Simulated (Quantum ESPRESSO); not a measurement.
Crystal: InAs.

```
In As
1.0
     0.00000    3.01800    3.01800
     3.01800    0.00000    3.01800
     3.01800    3.01800    0.00000
In As
1 1
Direct
  0.00000 0.00000 0.00000
  0.75000 0.75000 0.75000
```

Base run:

* Program: Quantum ESPRESSO 7.5
* Functional: PBE
* Potentials or basis: SG15 PBE 1.2
* Cutoff: 952 eV
* Density cutoff: 3810 eV
* k mesh: 6 × 6 × 6
* Occupations: fermi-dirac, width 0.05 eV
* Spin: no spin polarisation

Its results: band gap on the k mesh none (metal or under the smearing width); pressure 4.5 GPa.

The run is repeated on the same cell with these changes: k mesh from 6 × 6 × 6 to 4 × 4 × 4. What comes out?

Band gap on the k mesh none (metal or under the smearing width); pressure 5.0 GPa.

Caveats: some runs use coarse meshes; this crystal is a semiconductor, whose small gap the functional closes, so the metal is an error of the method.
